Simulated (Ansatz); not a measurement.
**Sb: band structure with PBEsol**

Crystal: Sb.

```
Sb
1.0
    -1.57654    1.57654    2.71194
     1.57654   -1.57654    2.71194
     1.57654    1.57654   -2.71194
Sb
1
Direct
  0.00000 0.00000 0.00000
```

This isn't the form of Sb at room conditions, which is rhombohedral.

```
Program                             : Ansatz 0.2.0
Task                                : band structure
Functional                          : PBEsol
Potentials or basis                 : Ansatz PAW
Cutoff                              : 420 eV (not typed: the program's choice for these potentials)
k mesh                              : 9 × 9 × 9
Occupations                         : fermi-dirac, width 0.05 eV
Spin                                : spin-orbit coupling, no magnetisation
Path                                : [["G", "X", "Y", "S", "G", "Z", "S1", "N", "P", "Y1", "Z"], ["X", "P"]]
Points for each segment of the path : 14
```

```
Pressure               : -1.0 GPa
Band gap on the k mesh : none (metal or under the smearing width)
```

Stress tensor (GPa, compression positive):
```
-1.24  0.00  0.00
 0.00 -1.24  0.00
 0.00  0.00 -0.47
```

Levels at the corners of the path, in eV from the Fermi level:
| point | band 12 | band 13 | band 14 | band 15 | band 16 | band 17 | band 18 | band 19 | band 20 | band 21 |
| --- | --- | --- | --- | --- | --- | --- | --- | --- | --- | --- |
| Γ | -12.95 | 4.19 | 4.19 | 5.43 | 5.43 | 5.81 | 5.81 | 9.94 | 9.94 | 10.58 |
| X | -6.64 | -4.43 | -4.43 | -1.05 | -1.05 | 0.63 | 0.63 | 3.47 | 3.47 | 4.43 |
| Y | -7.27 | -3.48 | -3.48 | -2.27 | -2.27 | -1.74 | -1.74 | 7.34 | 7.34 | 8.76 |
| S | -8.41 | -4.17 | -4.17 | -3.80 | -3.80 | 3.68 | 3.68 | 7.45 | 7.45 | 14.69 |
| Γ | -12.95 | 4.19 | 4.19 | 5.43 | 5.43 | 5.81 | 5.81 | 9.94 | 9.94 | 10.58 |
| Z | -9.26 | -5.68 | -5.68 | 1.81 | 1.81 | 2.39 | 2.39 | 6.04 | 6.04 | 6.16 |
| S1 | -8.41 | -4.17 | -4.17 | -3.80 | -3.80 | 3.68 | 3.68 | 7.45 | 7.45 | 14.69 |
| N | -9.11 | -5.82 | -5.82 | 1.73 | 1.73 | 5.37 | 5.37 | 6.22 | 6.22 | 10.40 |
| P | -6.56 | -3.39 | -3.39 | -2.95 | -2.95 | -0.60 | -0.60 | 6.95 | 6.95 | 8.78 |
| Y1 | -7.27 | -3.48 | -3.48 | -2.27 | -2.27 | -1.74 | -1.74 | 7.34 | 7.34 | 8.76 |
| Z | -9.26 | -5.68 | -5.68 | 1.81 | 1.81 | 2.39 | 2.39 | 6.04 | 6.04 | 6.16 |
| X | -6.64 | -4.43 | -4.43 | -1.05 | -1.05 | 0.63 | 0.63 | 3.47 | 3.47 | 4.43 |
| P | -6.56 | -3.39 | -3.39 | -2.95 | -2.95 | -0.60 | -0.60 | 6.95 | 6.95 | 8.78 |

It took 15 s on 2 threads of Arm Neoverse V1, on a shared host, peak memory 0.42 GiB.

Caveat: the PAW data sets come from PBE, with cores solved anew for the run's functional, which leaves a small shift of forces and pressure.
